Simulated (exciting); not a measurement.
## B: single point with r2SCAN

Crystal: B.

```xyz
1
Lattice="1.8852 0.0000 0.0000 0.0000 1.8852 0.0000 0.0000 0.0000 1.8852" Properties=species:S:1:pos:R:3 pbc="T T T"
B     0.9426    0.9426    0.9426
```

The cell was built by a generator and needn't be a form met in nature.

```yaml
Program: exciting (release sodium)
Task: single point
Functional: r2SCAN
Potentials_or_basis: all-electron LAPW+lo, shipped species files, valence relativity zora
rgkmax: 6
k_mesh: 14 × 14 × 14
Occupations: methfessel-paxton, width 0.0272 eV
Spin: no spin polarisation
```

```yaml
Band_gap_on_the_k_mesh: none (metal or under the smearing width)
All_electrons_inside_the_program's_atomic_spheres: B 3.15 (radii B 1.45 bohr)
```

Levels at points of the mesh, in eV from the Fermi level:
```csv
k point,band 1,band 2,band 3,band 4,band 5,band 6
"(0.00, 0.00, 0.00)",-16.81,14.70,14.70,14.70,25.04,25.04
"(0.50, 0.00, 0.00)",-8.64,-6.76,18.93,18.93,32.49,32.71
"(0.50, 0.50, 0.00)",-2.02,-2.02,4.44,8.75,22.41,42.89
"(0.50, 0.50, 0.50)",3.79,3.79,3.79,17.19,17.19,17.19
```

Wall time 40 s on 1 thread of AMD EPYC 7R13 Processor (Zen 3), on a shared host, peak memory 0.17 GiB.

Caveat: this version's total energy under meta-GGAs is doubtful, so none is listed.
